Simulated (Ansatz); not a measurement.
Runs of Ansatz 0.2.0 on MnS. Symmetry: Fm-3m, No. 225, cubic system. The conventional cell has a = 5.209 Å, b = 5.209 Å, c = 5.209 Å, α = 90.00°, β = 90.00°, γ = 90.00°. Mn (site symmetry m-3m) is surrounded by 6 S at 2.60 Å. S (site symmetry m-3m) is surrounded by 6 Mn at 2.60 Å. 

```csv
level,U,hubbard projectors,double counting,gap on the mesh (eV),pressure (GPa),moment (μB),relaxed volume (Å³/atom)
PBEsol+D3(BJ)-ATM,-,-,-,none,0.0,4.28,15.76
PBEsol,-,-,-,none,0.0,3.98,14.85
PBEsol+D3(BJ),-,-,-,none,0.0,4.28,15.76
LDA+U,Mn d U = 8 eV,ortho-atomic (the default),fll (the default),1.11,0.0,(a),(b)
LDA+U,Mn d U = 3 eV,ortho-atomic (the default),fll (the default),none,0.0,4.98,17.03
```

Alike in all rows: task relaxation of cell and atoms; potentials or basis Ansatz PAW; spin collinear, ferromagnetic start; cell relaxed; k mesh 9 × 9 × 9; cutoff (eV) 420; smearing fermi-dirac 0.05 eV.

Task: Estimate the missing entries.

Result: (a) 5.00; (b) 18.03.

Caveats: the plane-wave basis is chosen anew once the cell has moved, so the energies of steps on either side of that aren't comparable; a cell with one magnetic atom can't hold antiferromagnetic order, which such compounds often take; the PAW data sets come from PBE, with cores solved anew for the run's functional, which leaves a small shift of forces and pressure; semilocal functionals often make such compounds metallic where correlation or magnetic order opens a gap, which also shifts bond lengths (some runs); pairwise dispersion overbinds metals, which lowers pressure and volume (some runs); the magnetic or orbital state may not be the lowest (some runs); the volume moved by over 15 % at a fixed basis, so the end points are rough (some runs).

A k mesh can miss the band edges.

A gap of «none» marks a metal or a gap under the smearing width.
